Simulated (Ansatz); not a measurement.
TaN, DFT, PBE, all-electron LAPW, scalar-relativistic (Ansatz 0.2.0), run on 1 thread of Arm Neoverse V2 on a shared host.

The cell is COD entry 1538016, as deposited and not checked against the literature; nothing was relaxed. The listed cell was then made from it by scaling, straining or moving an atom.

Command: `ansatz run input.yaml --threads 1 --pin off --max-ram 3072MiB --backend cpu --events-out ev --progress --plain --runs-dir out`

```yaml
crystal:
  lattice:
    - [2.9956213083, 0.0, 0.0]
    - [-1.4978106541, 2.5942841531, 0.0]
    - [0.0, 0.0, 2.939543767]
  atoms:
    - { symbol: Ta, position: [0.3333333333, 0.6666666667, 0.5] }
    - { symbol: "N", position: [0.0, 0.0, 0.0] }
kpoints:
  mp_grid: { grid: [12, 12, 10] }
  band_path:
    path:
      - [0.0, 0.0, 0.0]
      - [0.5, 0.0, 0.0]
      - [0.3333333333, 0.3333333333, 0.0]
      - [0.0, 0.0, 0.0]
      - [0.0, 0.0, 0.5]
      - [0.5, 0.0, 0.5]
      - [0.3333333333, 0.3333333333, 0.5]
      - [0.0, 0.0, 0.5]
      - [0.5, 0.0, 0.5]
    npoints: 5
scf:
  occupations: { method: fermi_dirac, width: 0.02 }
hamiltonian:
  xc: pbe
  pseudopotentials: { kind: all_electron, lapw: { basis_error: 0.0005 } }
output:
  forces: true
  stress: true
  eigenvalues: true
```

**Question.** How large is the problem that the program sets up?

**Answer.** 114 irreducible k-points, 381 plane waves at Γ, 30 bands.

**Question.** Estimate the wall time and the peak memory.

**Answer.** 54 s of wall time for 8 SCF iterations, with a peak of 0.48 GiB. Times on shared machines scatter by tens of per cent.
